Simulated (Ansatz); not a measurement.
**HfN under strain**

Level of theory: Ansatz, DFT PBEsol, scalar-relativistic, plane waves, PAW. (420 eV cutoff, 16×16×12 k-mesh, Gaussian smearing of 0.10 eV, no spin polarisation)

The relaxed crystal:

```xyz
4
Lattice="2.2509 2.2509 0.0000 -2.2509 2.2509 0.0000 0.0000 0.0000 4.5017" Properties=species:S:1:pos:R:3 pbc="T T T"
Hf    0.0000    0.0000    0.0000
Hf    0.0000    2.2509    2.2509
N     0.0000    2.2509    0.0000
N     0.0000    0.0000    2.2509
```

Deformation: c alone is stretched, the rest of the cell is held and the atoms relax, all within the symmetry that the strain leaves. Energies are extrapolated to zero smearing. Stress is positive in compression, on the Cartesian axes of the cell above. On this cell's mesh the reference holds a stress of up to 0.29 GPa.

Spin–orbit coupling is left out, which can shift energies with elements as heavy as these.

Strains computed: -4.5, -3.0, -1.5, +1.5, +3.0, +4.5 %.

Q: At which strain does the energy stand 54.9 meV/atom over the relaxed crystal with σxx = 5.18, σyy = 5.18, σzz = 37.57 GPa?

A: -4.5 %.